Silicon–carbon crystals computed with Ansatz 0.2.0: PBE without dispersion correction or spin polarization, scalar-relativistic, PAW, plane-wave cutoff 420 eV. Cell and atoms were relaxed with the starting symmetry kept. Energies over the elements are uncorrected and refer to their standard states; a negative margin means stable against the other phases computed.

| formula | found from | space group number | energy over the elements (eV/atom) | margin over the best mixture of the other phases (eV/atom) |
| --- | --- | --- | --- | --- |
| SiC | database cell | 186 | -0.204 | -0.204 |
| Si2C | decorated net | 71 | 0.459 | 0.595 |
| Si3C | swapped species | 194 | 0.679 | 0.782 |
| Si3C4 | swapped species | 215 | 0.736 | 0.911 |
| Si4C | swapped species | 229 | 0.967 | 1.049 |
| Si6C | swapped species | 225 | 1.020 | 1.079 |
| SiC4 | swapped species | 229 | 2.732 | 2.814 |
| SiC3 | swapped species | 221 | 3.159 | 3.261 |

## What the margin measures

A crystal of silicon and carbon has to compete with every mixture of other phases that has the same overall composition. The energy over the elements compares it with pure silicon and pure carbon. The margin compares it with the best mixture, and a positive margin is the energy per atom that the crystal would release by separating into that mixture. Only SiC has a negative margin, so among the phases computed here it is the only stable compound.

The seven other crystals are trial structures, made by placing silicon and carbon on the sites of other compounds or of a network. For each of them the best mixture is SiC plus whichever element is left over. In Si₂C, two atoms out of three can go into SiC, which lies 0.204 eV per atom below the elements. The mixture therefore lies ⅔ × 0.204 = 0.136 eV per atom below them, and the margin is 0.459 + 0.136 = 0.595 eV per atom. Most of this margin is the crystal's own disadvantage against the plain elements, and the same holds for the other six.

The stability of SiC itself is modest. In diamond and in silicon each atom owns two bonds, because each of its four bonds is shared with a neighbour. Forming one SiC pair thus replaces two C–C and two Si–Si bonds by four Si–C bonds, and the gain is 2 × 0.204, or about 0.4 eV, which is only about 0.1 eV per bond. (Carbon's standard state is graphite, but diamond lies close enough to it in energy for this rough count.) The functional is known to bind SiC somewhat too weakly against its elements, but the real gain is also a fraction of an electronvolt per atom. The much larger positive margins must come from bonds that are poor or absent.

## Two limits for the surplus atoms

Divide each formula into SiC pairs and surplus atoms. Si₃C₄ holds three pairs and one surplus carbon; Si₄C holds one pair and three surplus silicons. Let s be the surplus atoms as a fraction of all atoms, and w the energy lost per surplus atom compared with the separated mixture. The margin is then s × w, and the physics lies in w.

Two limiting cases set the scale of w. If the surplus atoms are bonded as well as in their own element, and the pairs as well as in SiC, nothing is lost and w is zero. If the pairs are intact but the surplus atoms add no bonding whatever, w equals the cohesive energy of the surplus element, the energy needed to pull it apart into atoms. That is roughly 7.4 eV per atom for carbon and 4.6 eV for silicon.

Si₃C₄ lies close to the second limit. Its structure is that of cubic SiC with one silicon in four taken out, which leaves twelve Si–C bonds, exactly as many as three units of SiC have. The four carbon atoms around each empty site have three neighbours instead of four. Their four unused bonding arms could have made two C–C bonds, which is what one atom owns in diamond.

The estimate follows at once. One atom in seven is surplus, so s = 1/7, and the margin should be about 7.4/7 ≈ 1.06 eV per atom. The computed margin is 0.911 eV per atom, so the estimate is about 16% above the computed value. This explains why the composition nearest to SiC still has a large margin: a single surplus carbon forfeits nearly everything that carbon gains by bonding to itself. The calculation held all electrons paired, whereas such unused arms often carry unpaired spins, so a magnetic state might lower this margin somewhat. The kept symmetry also prevented the carbons around each empty site from moving together in pairs, so this structure may be a saddle point, and a distorted form could have a lower margin.

## Why SiC₃ is worse than SiC₄

SiC₄ has the larger surplus, yet SiC₃ has the higher margin. The loss per surplus carbon is 6.5 eV in SiC₃ and 4.7 eV in SiC₄. More carbon does not make a crystal worse if each carbon is less badly placed.

In both crystals the carbon atoms are too far apart for ordinary bonds. The shortest C–C distance is 2.19 Å in SiC₄ and 2.26 Å in SiC₃, against about 1.5 Å in diamond. Symmetry fixes every atom's position within the cell, so the relaxation could change only the size of the cell and could not let carbon atoms move together in pairs. The high margins therefore belong to these arrangements, and a carbon-rich crystal with proper C–C bonds could do much better.

The two differ in their contacts between silicon and carbon. In SiC₄ these are 1.90 Å long, the same as in SiC, whereas in SiC₃ they are stretched to 2.26 Å like the C–C contacts. SiC₄ thus keeps good contact between unlike atoms, and SiC₃ has no contact of normal length at all. This is the likely reason for the reversed order, although the slightly shorter C–C distances in SiC₄ act in the same direction.

## Why surplus silicon is cheaper

Mirror compositions show how unequal the two sides are. The margin of SiC₃ is about four times that of Si₃C, and that of SiC₄ is nearly three times that of Si₄C. SiC₃ and Si₃C also differ in structure, so their ratio does not reflect the exchange of elements alone. Averaged over the rows, a surplus carbon costs 5.9 eV and a surplus silicon 1.7 eV.

Carbon's stronger bonds explain only part of this gap. The cohesive energies differ by a factor of 7.4/4.6 ≈ 1.6, while the average costs differ by a factor of about 3.5. The rest arises because the loss per surplus carbon is on average about 80% of carbon's cohesive energy, and the loss per surplus silicon only about 36% of silicon's. These figures share out the loss of the whole crystal, which includes any weakened or missing bonds of the SiC pairs. The carbon-rich crystals have more to lose and also lose a larger part of it.

In Si₃C₄ the large part lost comes from the unused bonding arms. In SiC₃ and SiC₄, the size of the atoms is a likely cause. Carbon's outer p electrons have no inner p shell beneath them, so they stay close to the nucleus and bond strongly to a few near neighbours. When a carbon atom has many carbon neighbours, all of them too far away for ordinary bonds, much of that bonding is lost. Silicon's outer electrons reach further, and it is well known that silicon can take up dense, metallic structures at a cost of only some tenths of an electronvolt per atom. An awkward site is therefore a much smaller penalty for silicon.

## The silicon-rich side and a compound with complete bonds

On the silicon-rich side, w stays between 1.5 and 1.8 eV, so the margin rises mainly because the surplus fraction rises. A straight line through zero, fitted by least squares to these four rows, gives a margin of 1.6 eV times s. It reproduces their order, with a typical error of 0.06 eV per atom. The four structures differ, so the common slope describes this group and is not a law for silicon.

The limit of pure silicon shows where the line must break down. As s approaches one, the line tends to 1.6 eV per atom, whereas silicon in its normal structure has a margin of zero by definition. Even dense, metallic silicon would lie only some tenths of an electronvolt above zero. Part of the 1.6 eV therefore probably comes from carbon atoms that are badly placed among the silicons, and not from the surplus silicon alone. A crystal with little carbon, whose silicon keeps its normal four-bonded network, should fall well below the line.

Si₂C tests a tempting idea, that a compound with every electron placed in a bond should be nearly stable. The symmetry and neighbour counts of its network imply that each carbon is bonded to one carbon and two silicons, and each silicon to one carbon and three silicons. The bond lengths after relaxation were not checked, so the argument here assumes that the crystal keeps these bonds. With a double bond between the carbons, the twelve outer electrons of one formula unit fill six bonds, as many as in SiC plus silicon. The computed band gap of about 1.1 eV fits this picture.

Even so, its surplus silicon costs 1.8 eV, slightly more than in Si₃C, which is a metal. Si₂C has the lowest margin on the silicon-rich side because only one atom in three is surplus, and not because its bonds are complete. Compared with the mixture, it gives up two Si–C bonds for one Si–Si bond and half a C=C bond. With rough bond energies of 3.1, 2.3 and 6.3 eV, that exchange costs 2 × 3.1 − 2.3 − 6.3/2, or about 0.8 eV.

The remaining loss probably comes from strain, since the network forces each C=C bond into two four-membered rings with sharply bent angles. A complete set of bonds can open a gap, but stability also depends on which atoms are joined and at what angles. For a neighbouring composition, the useful questions are how many atoms are left over after the SiC pairs are counted, and whether the structure lets those atoms bond as they do in their own element while the pairs bond as they do in SiC.
